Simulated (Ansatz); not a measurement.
# InP: the cost of one run

Computed with Ansatz 0.2.0 (DFT PBE, scalar-relativistic, plane waves, PAW, unless a step's input says otherwise).

## Step 1: The structure to begin with

The structure is tetragonal, space group P4_322 (No. 95). Conventional cell: a = 4.497 Å, b = 4.497 Å, c = 8.969 Å, α = 90.00°, β = 90.00°, γ = 90.00°. In (site symmetry 2) has 4 P at 2.35 to 2.57 Å as nearest neighbours. P (site symmetry 2) has 4 In at 2.35 to 2.57 Å as nearest neighbours.

Coordinates:

```
CELL_PARAMETERS angstrom
4.49704 0.00000 0.00000
0.00000 4.49704 0.00000
0.00000 0.00000 8.96937
ATOMIC_POSITIONS crystal
In 0.11138 0.50000 0.25000
In 0.50000 0.88862 0.50000
In 0.50000 0.11138 0.00000
In 0.88862 0.50000 0.75000
P 0.00000 0.61138 0.50000
P 0.38862 0.00000 0.25000
P 0.61138 0.00000 0.75000
P 0.00000 0.38862 0.00000
```

A structure generator made this guess: 4-connected net, two elements alternating (P4_322, No. 95). Its size is a rough estimate.

## Step 2: Probe: one point on a coarse mesh

input.yaml reads:

```yaml
crystal:
  lattice:
    - [4.49703572, 0.0, 0.0]
    - [0.0, 4.49703572, 0.0]
    - [0.0, 0.0, 8.96937346]
  atoms:
    - { symbol: In, position: [0.11138201, 0.5, 0.25] }
    - { symbol: In, position: [0.5, 0.88861799, 0.5] }
    - { symbol: In, position: [0.5, 0.11138201, 0.0] }
    - { symbol: In, position: [0.88861799, 0.5, 0.75] }
    - { symbol: P, position: [0.0, 0.61138201, 0.5] }
    - { symbol: P, position: [0.38861799, 0.0, 0.25] }
    - { symbol: P, position: [0.61138201, 0.0, 0.75] }
    - { symbol: P, position: [0.0, 0.38861799, 0.0] }
basis:
  ecutwfc: 420
kpoints:
  mp_grid: { grid: [4, 4, 2] }
hamiltonian:
  xc: pbe
scf:
  occupations: { method: gaussian, width: 0.1 }
  lower_state_search: "off"
output:
  forces: true
  stress: true
  eigenvalues: true
```

Launch:

```console
$ ansatz run input.yaml --threads 1 --pin off --max-ram 2560MiB --backend cpu --events-out ev --progress --plain --runs-dir out
```

Q: Estimate wall time and peak memory on 1 thread of Arm Neoverse V1, shared host.

About 7.2 s, with a peak of 0.36 GiB.
